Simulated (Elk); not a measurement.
The cell is COD entry 9011605, as deposited and not checked against the literature; nothing was relaxed. It is an old determination, and later ones may differ.

A run on Mo: DFT, PBE, all-electron APW+lo, Dirac cores, scalar-relativistic bands (Elk 11.2.3 with local patches). The input:

```
tasks
  0
  110
  115

xctype
  20

rgkmax
  8.0

gmaxvr
  16.0

lmaxapw
  10

lmaxo
  7

lmaxi
  3

nrmtscf
  2.0

nempty
  8

epspot
  1e-06

epsengy
  1e-05

maxscl
  6

hmaxvr
  6.0

lradstp
  4

swidth
  0.001

tforce
  .true.

sppath
  './'

avec
  -2.96875974179 2.96875974179 2.96875974179
  2.96875974179 -2.96875974179 2.96875974179
  2.96875974179 2.96875974179 -2.96875974179

atoms
  1
  'Mo.in'
  1
  0.000000000000 0.000000000000 0.000000000000   0.000 0.000 0.000

ngridk
  13 13 13
```

Sphere radii set in the species files: Mo 2.37 bohr.

Total energy and RMS change of the potential by loop:

| loop | E (Ha) | RMS ΔV (Ha) |
| --- | --- | --- |
| 1 | -4050.103533 | – |
| 2 | -4050.140138 | 1.13e-01 |
| 3 | -4050.389647 | 1.10e-01 |
| 4 | -4051.901103 | 1.01e-01 |
| 5 | -4050.998553 | 4.86e-02 |
| 6 | -4050.301750 | – |

Messages:

```
Warning(rhonorm): total charge density incorrect for s.c. loop 1
 Calculated :    41.87023171
 Required   :    42.00000000
```

Did this run give a result to trust?

No. The loop stopped after 6 iterations without meeting its targets: maxscl = 6 allows too few loops, and the change of the potential was still falling.
